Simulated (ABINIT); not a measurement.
Cu: single point with PW91

The system is Cu.

```
Cu
1.0
     0.00000    1.80750    1.80750
     1.80750    0.00000    1.80750
     1.80750    1.80750    0.00000
Cu
1
Direct
  0.00000 0.00000 0.00000
```

* Program: ABINIT 10.8.3 (patched build)
* Task: single point
* Functional: PW91
* Potentials or basis: JTH PAW PBE v2.0
* Cutoff: 844 eV
* k mesh: 13 × 13 × 13
* Occupations: fermi-dirac, width 0.05 eV
* Spin: no spin polarisation
* Fine-grid cutoff: 1442.2 eV

```json
{
  "Pressure": "1.1 GPa",
  "Band gap on the k mesh": "none (metal or under the smearing width)",
  "Valence electrons inside the program's atomic spheres": "Cu 17.38 (radii [1.0588] Å)"
}
```

Levels at points of the mesh, in eV from the Fermi level:
| k point | band 8 | band 9 | band 10 | band 11 | band 12 | band 13 |
| --- | --- | --- | --- | --- | --- | --- |
| (0.00, 0.00, 0.00) | -3.20 | -2.38 | -2.38 | 22.75 | 25.14 | 25.14 |

It took 75 s on 1 thread of Arm Neoverse N1 (shared host), peak memory 0.11 GiB.

Caveat: the PAW data sets were made with another functional, which shifts forces and pressure a little.
